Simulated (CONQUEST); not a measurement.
## MgO2 under changes of volume

One of the cells (9.382 Å³/atom); the others are scaled copies at fixed shape and fractional positions:

```
Mg O
1.0
     4.82861    0.00000    0.00000
     0.00000    4.82861    0.00000
     0.00000    0.00000    4.82861
Mg O
4 8
Direct
  0.00000 0.00000 0.00000
  0.50000 0.00000 0.50000
  0.00000 0.50000 0.50000
  0.50000 0.50000 0.00000
  0.08942 0.91058 0.41058
  0.58942 0.08942 0.08942
  0.91058 0.58942 0.91058
  0.41058 0.41058 0.58942
  0.58942 0.58942 0.41058
  0.08942 0.41058 0.08942
  0.41058 0.91058 0.91058
  0.91058 0.08942 0.58942
```

The cell is a database's computed one.

| Quantity | Value |
| --- | --- |
| Program | CONQUEST 1.3 |
| Functional | PBEsol |
| Potentials or basis | PseudoDojo NC PBEsol, DZP, grid of 60 × 60 × 60 points |
| k mesh | 5 × 5 × 5 |
| Occupations | fermi-dirac, width 0.05 eV |
| Spin | no spin polarisation |

```tsv
volume (Å³/atom)	energy over the lowest point (meV/atom)	pressure (GPa)	gap on the mesh (eV)	largest force (eV/Å)
8.819	34.03	14.9	4.10	0.206
9.007	19.15	10.8	3.98	0.040
9.194	8.80	7.0	3.85	0.092
9.382	2.54	3.7	3.74	0.226
9.569	0.00	0.5	3.62	0.352
9.757	0.94	-2.1	3.52	0.474
9.945	?	?	?	?
```

Question: What does the run at 9.945 Å³/atom give?

Answer: Energy over the lowest point 4.88 meV/atom; pressure -4.6 GPa; gap on the mesh 3.41 eV; largest force 0.582 eV/Å.

Worked out: A Birch-Murnaghan fit of order 3 (a polynomial in V^(-2/3)) to the other rows has its minimum at 9.61 Å³/atom with B0 = V·E''(V) = 148 GPa and B' = 3.5 at fixed shape and positions, which overstates the stiffness. It gives 5.03 meV/atom at 9.945 Å³/atom, against the run's 4.88, and -dE/dV = -4.8 GPa, against -4.6. A straight line through the other rows of the gap, of slope -5.78 eV per unit of ln V, extrapolates to 3.40 eV, against the run's 3.41.

Energies are extrapolated to zero smearing.

Caveats: an odd mesh through Γ misses points on the zone boundary, where band edges often lie; the basis of atomic orbitals isn't converged, which shifts pressures, moduli and gaps.
